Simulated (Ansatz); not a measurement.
**C (P6_3/mmc), ideal shear of a crystal plane**

Theory: DFT PBE, scalar-relativistic, plane waves, PAW in Ansatz 0.2.0. The runs took a 420 eV cutoff, a Γ-centred 10×10×2 mesh and Gaussian smearing (0.05 eV). No spin polarisation. Energies are free energies at this smearing, counted from the undisturbed cell; pressure is positive in compression.

Reference structure (relaxed at this level):

```xyz
16
Lattice="-2.5180 0.0000 0.0000 -1.2590 -2.1807 0.0000 0.0000 0.0000 16.6092" Properties=species:S:1:pos:R:3 pbc="T T T"
C     0.0000    0.0000   11.1528
C     0.0000    0.0000    2.8482
C     0.0000    0.0000   15.3051
C     0.0000    0.0000    7.0005
C     0.0000    0.0000   13.7610
C     0.0000    0.0000    5.4564
C     0.0000    0.0000    1.3041
C     0.0000    0.0000    9.6087
C    -1.2590   -0.7269   11.6723
C    -1.2590   -0.7269    3.3677
C    -2.5180   -1.4538   15.8246
C    -2.5180   -1.4538    7.5200
C    -1.2590   -0.7269   13.2414
C    -1.2590   -0.7269    4.9368
C    -2.5180   -1.4538    0.7845
C    -2.5180   -1.4538    9.0891
```

The cut lies on the cell's a–b face, a (0 0 1) plane (indices in the standard cell, whose axes needn't be the Cartesian ones shown) of area 5.49 Å², between layers 1.57 Å apart. Vector c is tilted by f times 1·a + 1·b (length 4.361 Å) with the atoms' Cartesian places fixed: one unrelaxed fault a cell. The traction is dγ/du, the slope of γ against the slip u in Å. Some rows repeat others by symmetry and weren't run.

| f | γ (mJ/m²) | traction (GPa) |
| --- | --- | --- |
| 0.0000 | 0 | 0.0 |
| 0.0833 | 1430 | 78.2 |
| 0.1667 | 5518 | 140.9 |
| 0.2500 | 10926 | 139.8 |
| 0.3333 | 13517 | 0.0 |
| 0.4167 | 12682 | -28.7 |
| 0.5000 | 12144 | 0.0 |
| 0.5833 | 12682 | 28.7 |
| 0.6667 | 13517 | 0.0 |
| 0.7500 | 10926 | -139.8 |
| 0.8333 | 5518 | -140.9 |
| 0.9167 | 1430 | -78.2 |

Question: Read off the first barrier and the stress needed to climb it, and compare with Frenkel's sinusoid.

Answer: The first sampled maximum lies at f = 0.333, a slip of 1.45 Å, with γ ≈ 13517 mJ/m², which stands in for the unstable fault energy γ_us, and the steepest sampled slope before it is 140.9 GPa. A sinusoid γ = γ_us sin²(πu/λ) with its maximum there has λ = 2.91 Å and a largest slope πγ_us/λ = 146.1 GPa (1 mJ/m² per Å = 0.01 GPa). The stand-in is too high: a rotation axis of order three or more passes through this point, so the curvature is the same in every direction of the plane and the point is a peak of the γ-surface, which slip goes round.

Question: Is there a metastable fault on this line?

Answer: The samples dip to a local minimum of 12144 mJ/m² at f = 0.500. It lies off the rotation axes, between two maxima that lie on them, so it is most likely the pass between two peaks of the γ-surface: a saddle for slip across the line, a better estimate of γ_us, and no metastable fault.

The cut is rigid; relaxing the faces lowers these energies and usually the stresses.

The gap closes along the scan, which can put kinks into the curve.

Cost: 7 runs of about 2.2 core-minutes in all, on Intel Xeon Platinum 8488C (Sapphire Rapids) (shared hosts).